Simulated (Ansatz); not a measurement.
# ZnS with an S vacancy: field gradients at two levels of theory

Cell: a supercell of ZnS (space group P6_3mc) built from a structure deposited in the COD, with the ions relaxed around the defect (PBE).

```xyz
35
Lattice="5.7180 3.3013 0.0000 -5.7180 3.3013 0.0000 0.0000 0.0000 18.6900" Properties=species:S:1:pos:R:3 pbc="T T T"
Zn    0.0007    0.0004   -0.0043
Zn   -1.9054    3.3015   -0.0051
Zn    1.9065    3.3017   -0.0051
Zn   -0.1112   -0.0642    9.4239
Zn   -1.8182    3.2501    9.4075
Zn    1.9055    3.4030    9.4075
Zn    0.0027    2.2023    3.0837
Zn    3.8142    2.2022    3.0817
Zn   -3.8094    2.2025    3.0837
Zn   -3.8104    4.4026   12.5146
Zn   -0.0021    4.3958   12.5018
Zn   -1.9122    1.1016   12.5018
Zn   -3.8064    4.4049    6.0553
Zn    0.0041    4.4054    6.1807
Zn   -1.9008    1.1022    6.1807
Zn   -0.0027    2.2009   15.5962
Zn    3.8122    2.2010   15.5963
Zn   -3.8133    2.1985   15.5962
S     0.0019    0.0011    2.3549
S    -1.9027    3.3019    2.3543
S     1.9081    3.3039    2.3543
S     0.0108    0.0062   11.6889
S    -1.9221    3.3082   11.6789
S     1.9039    3.2839   11.6789
S     0.0027    2.2048    5.4738
S     3.8191    2.2049    5.4709
S    -3.8073    2.2012    5.4738
S    -3.8136    4.4008   14.8099
S    -0.0013    4.4011   14.8029
S    -1.9072    1.0996   14.8029
S     0.0001    4.3997    8.5263
S    -1.9077    1.1015    8.5263
S     0.0001    2.2012   17.9205
S     3.8130    2.2015   17.9207
S    -3.8117    2.2007   17.9205
```

Sites (sets of like atoms) are named by element and the number of their first atom in this list.

First run. The numbers come from a DFT calculation in Ansatz (PBE, plane waves and PAW, scalar-relativistic, collinear spin, 420 eV cutoff, Γ-centred 3×3×1 k-points, Fermi–Dirac smearing 0.01 eV, cell charge +1). Start moments as typed (μB): 0 0 0 0.5 0.5 0.5 0 0 0 0 0 0 0.5 0 0 0 0 0 0 0 0 0 0 0 0 0 0 0 0 0 0 0 0 0 0 by atom.

| site | atom | V_zz (10²¹ V/m²) | η | m (μB) |
| --- | --- | --- | --- | --- |
| Zn4 | 4 | 10.41 | 0.28 | 0.02 |
| Zn5 | 5 | 9.91 | 0.28 | 0.02 |
| Zn7 | 7 | 2.58 | 0.04 | 0.00 |
| Zn8 | 8 | 2.58 | 0.04 | 0.00 |
| Zn10 | 10 | -1.96 | 0.07 | 0.00 |
| Zn13 | 13 | 11.75 | 0.00 | 0.01 |
| S19 | 19 | -0.38 | 0.55 | 0.00 |
| S20 | 20 | -0.39 | 0.56 | 0.00 |
| S22 | 22 | 2.77 | 0.11 | 0.01 |
| S23 | 23 | 2.76 | 0.10 | 0.01 |
| S25 | 25 | 1.87 | 0.66 | 0.01 |
| S26 | 26 | 1.86 | 0.65 | 0.01 |
| S28 | 28 | 1.23 | 0.01 | 0.00 |
| S31 | 31 | -2.89 | 0.08 | 0.03 |

Second run. The same atoms and settings, except that the functional is r2SCAN and the cutoff is 500 eV.

Task: Given the first result, estimate the second.

Result: 

| site | atom | V_zz | η | change of V_zz | m (μB) |
| --- | --- | --- | --- | --- | --- |
| Zn4 | 4 | 10.33 | 0.28 | -0.08 | 0.03 |
| Zn5 | 5 | 9.75 | 0.28 | -0.16 | 0.03 |
| Zn7 | 7 | 2.63 | 0.04 | +0.05 | 0.00 |
| Zn8 | 8 | 2.63 | 0.03 | +0.05 | 0.00 |
| Zn10 | 10 | -2.03 | 0.07 | -0.07 | 0.00 |
| Zn13 | 13 | 11.80 | 0.00 | +0.05 | 0.01 |
| S19 | 19 | -0.33 | 0.54 | +0.05 | 0.00 |
| S20 | 20 | -0.34 | 0.57 | +0.05 | 0.00 |
| S22 | 22 | 2.72 | 0.10 | -0.05 | 0.01 |
| S23 | 23 | 2.70 | 0.08 | -0.06 | 0.01 |
| S25 | 25 | 1.83 | 0.61 | -0.04 | 0.01 |
| S26 | 26 | 1.81 | 0.61 | -0.05 | 0.01 |
| S28 | 28 | 1.16 | 0.01 | -0.07 | 0.00 |
| S31 | 31 | -2.66 | 0.06 | +0.23 | 0.04 |

The largest change of V_zz is on S31, from -2.89 to -2.66. In per cent, |V_zz| changes by -2 to +2 on Zn, -8 to -2 on S (all sites that start above 2). The table leaves out 9 of the 23 sites, with |V_zz| up to 1.96; their tensors move by 0.05 at most along any direction. The statements above cover all sites. The absolute magnetisation of the cell goes from 0.8 to 1.1 μB. The first run finds no gap above 0.1 eV, the second does.

The defect repeats with the cell of 35 atoms, so it feels its images: sites between two images don't show the values beside a lone defect, and zeros or small values of η there can come from the images' arrangement. S and Zn carry a gradient in the pure host already, so the values there aren't the defect's effect alone. A uniform background compensates the cell's charge.
For the first run: The centre was started off its lattice site, so that it could distort. The defect cell has no gap above 0.1 eV on its mesh, so the values can hang on the smearing and the k-mesh.
For the second run: The gap on the mesh is only 0.14 eV, so the electronic state itself may be unsound. The program didn't check the stability of this electronic state in full, so a lower one may lie near. With these PAW files V_zz is typically within 2 to 3 % of all-electron values, but misses above 10 % occur on Zn. With a gap of 0.1 eV on this mesh, small gradients can still move by 0.1 × 10²¹ V/m² or more as the k-mesh gets denser.
